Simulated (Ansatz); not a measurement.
## Pressure against volume: Se

```cif
data_structure
_symmetry_space_group_name_H-M 'R-3:H'
_symmetry_Int_Tables_number 148
_cell_length_a 11.3620
_cell_length_b 11.3620
_cell_length_c 4.4290
_cell_angle_alpha 90.000
_cell_angle_beta 90.000
_cell_angle_gamma 120.000
_cell_volume 495.16
loop_
_atom_site_label
_atom_site_type_symbol
_atom_site_symmetry_multiplicity
_atom_site_Wyckoff_symbol
_atom_site_fract_x
_atom_site_fract_y
_atom_site_fract_z
_atom_site_occupancy
Se1 Se 18 f 0.82688 0.53560 0.45378 1
```

The runs use the primitive cell with vectors (5.681, 3.280, 1.476), (-5.681, 3.280, 1.476), (0.000, -6.560, 1.476) Å, to which the k mesh refers.

It takes space group R-3 (No. 148, trigonal). Conventional cell: a = 11.362 Å, b = 11.362 Å, c = 4.429 Å, α = 90.00°, β = 90.00°, γ = 120.00°. Around Se (site symmetry 1) lie 2 Se at 2.36 Å.

The cell is COD entry 9013138, as deposited and not checked against the literature; nothing was relaxed.

Methods: DFT, PBE, all-electron LAPW, scalar-relativistic (Ansatz 0.2.0); DFT, PBE, PAW with Ansatz's default frozen-core files, scalar-relativistic (Ansatz 0.2.0).

For LAPW: a Γ-centred 6×6×6 k mesh, Fermi–Dirac smearing of 0.01 eV, basis error target 1 meV/atom, no spin polarisation. PAW takes a cutoff of 420 eV at this cell. The Ansatz runs share mesh, smearing and spin set-up. Plane-wave (PAW) pressures include the program's estimate of the Pulay term.

The cell above is scaled evenly, with fractional coordinates and shape held.

**Question.** Estimate the equilibrium volume and bulk modulus that full-potential LAPW gives for this fixed shape.

**Answer.** V0 = 28.94 Å³/atom, B0 = 47 GPa, B0′ = 4.4, from a third-order Birch–Murnaghan fit to these pressures:
```tsv
V/V(cell)	V (Å³/atom)	P, LAPW (GPa)	P, PAW (GPa)	gap on the k mesh, LAPW (eV)	free energy over the lowest listed, PAW (meV/atom)
0.9400	25.858	6.84	6.85	1.32	59.2
0.9600	26.408	5.30	5.31	1.28	38.4
0.9800	26.959	3.92	3.93	1.24	22.6
0.9900	27.234	3.29	3.29	1.22	16.4
1.0000	27.509	2.68	2.69	1.21	11.2
1.0100	27.784	2.11	2.11	1.19	7.1
1.0200	28.059	1.56	1.57	1.17	3.9
1.0400	28.609	0.55	0.56	1.14	0.3
1.0600	29.159	-0.36	-0.35	1.11	0.0
```

PAW's V0 lies 0.01 % from the all-electron value and its B0 0.1 %. With shape and internal coordinates held, B0 is an upper bound to the relaxed modulus.
